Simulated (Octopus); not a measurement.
## MgS (Niningerite) in Octopus: the effect of potentials

MgS (Niningerite):

```
S Mg
1.0
     0.00000    2.60165    2.60165
     2.60165    0.00000    2.60165
     2.60165    2.60165    0.00000
S Mg
1 1
Direct
  0.50000 0.50000 0.50000
  0.00000 0.00000 0.00000
```

Alike in all runs:

```yaml
Program: Octopus 16.4
Task: single point
Functional: PBE
Grid_spacing: 0.131 Å
k_mesh: 9 × 9 × 9
Occupations: fermi-dirac, width 0.05 eV
Spin: no spin polarisation
```

Task: One run gave: gap on the mesh 3.00 eV. Which potentials did it use?
A. pseudodojo_pbe (PseudoDojo 0.5, PBE)
B. pseudodojo_pbesol (PseudoDojo 0.4, PBEsol)
C. hgh_lda (LDA)
D. sg15 (PBE)
E. pseudodojo_lda (PseudoDojo 0.4, LDA)

Result: E.

```tsv
potentials	gap on the mesh (eV)
pseudodojo_pbe (PseudoDojo 0.5, PBE)	2.91
sg15 (PBE)	2.93
pseudodojo_pbesol (PseudoDojo 0.4, PBEsol)	2.93
pseudodojo_lda (PseudoDojo 0.4, LDA)	3.00
hgh_lda (LDA)	2.85
```

Caveats: an odd mesh through Γ misses points on the zone boundary, where band edges often lie; this is an older set of potentials, less accurate than current ones (some runs).

The runs don't all hold the same shells in valence.
